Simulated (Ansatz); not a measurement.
Runs of Ansatz 0.2.0 on SnSe. It takes space group Pnma (No. 62, orthorhombic). The conventional cell has a = 11.420 Å, b = 4.190 Å, c = 4.460 Å, α = 90.00°, β = 90.00°, γ = 90.00°. Around Sn (site symmetry m) lie 3 Se at 2.69 to 2.83 Å. Around Se (site symmetry m) lie 3 Sn at 2.69 to 2.83 Å. 

| task | level | cell | cutoff (eV) | points for each segment of the path | gap on the mesh (eV) | pressure (GPa) | relaxed volume (Å³/atom) | largest force (eV/Å) |
| --- | --- | --- | --- | --- | --- | --- | --- | --- |
| band structure | RPBE | as given | 420 | 10 | (b) | 4.1 | - | 0.35 |
| relaxation of cell and atoms | LDA | relaxed | 420 | - | - | 0.0 | 25.17 | 0.01 |
| relaxation of cell and atoms | r2SCAN | relaxed | 500 | - | 1.03 | 0.0 | (a) | - |
| relaxation of cell and atoms | SVWN5 | relaxed | 420 | - | - | 0.0 | 25.15 | 0.01 |

Alike in all rows: potentials or basis Ansatz PAW; no spin polarisation; k mesh 3 × 6 × 6; smearing fermi-dirac 0.05 eV.

Task: Fill in the values left out.

Result: (a) 28.30; (b) 0.58.

Caveats: the PAW data sets come from PBE, with cores solved anew for the run's functional, which leaves a small shift of forces and pressure; the plane-wave basis is chosen anew once the cell has moved, so the energies of steps on either side of that aren't comparable (some runs); spin-orbit coupling is left out, which moves the levels of the heavy elements (some runs); odd divisions of the mesh miss points on the zone boundary, where band edges often lie, so the gap on the mesh can be too wide (some runs).

A k mesh can miss the band edges, and the runs leave out spin-orbit coupling on Se, Sn.
